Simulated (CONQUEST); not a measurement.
Ta2N under changes of volume

One of the cells (13.622 Å³/atom); the others are scaled copies at fixed shape and fractional positions:

```
Ta N
1.0
     3.11286    0.00000    0.00000
     0.00000    4.86984    0.00000
     0.00000    0.00000    5.39163
Ta N
4 2
Direct
  0.00000 0.25471 0.66667
  0.50000 0.25471 0.16667
  0.00000 0.74529 0.33333
  0.50000 0.74529 0.83333
  0.00000 0.00000 0.00000
  0.50000 0.00000 0.50000
```

The cell comes from a database or a generator and needn't be the stable form of this composition.

- Program: CONQUEST 1.3
- Functional: PBE
- Potentials or basis: PseudoDojo NC PBE, DZP, grid of 36 × 60 × 60 points
- k mesh: 7 × 5 × 4
- Occupations: fermi-dirac, width 0.05 eV
- Spin: no spin polarisation

```csv
volume (Å³/atom),energy over the lowest point (meV/atom),pressure (GPa),largest force (eV/Å)
12.805,52.43,20.9,0.768
13.077,23.36,13.5,0.615
13.350,6.38,6.9,0.475
13.622,0.00,0.7,0.331
13.895,3.51,-4.7,0.215
14.167,15.67,-9.6,0.105
14.439,?,?,?
```

Question: What does the run at 14.439 Å³/atom give?

Answer: Energy over the lowest point 35.86 meV/atom; pressure -14.0 GPa; largest force 0.036 eV/Å.

Worked out: A Birch-Murnaghan fit of order 3 (a polynomial in V^(-2/3)) to the other rows has its minimum at 13.66 Å³/atom with B0 = V·E''(V) = 282 GPa and B' = 4.3 at fixed shape and positions, which overstates the stiffness. It gives 35.69 meV/atom at 14.439 Å³/atom, against the run's 35.86, and -dE/dV = -13.9 GPa, against -14.0.

Energies are extrapolated to zero smearing.

Caveats: the basis of atomic orbitals isn't converged, which shifts pressures, moduli and gaps.
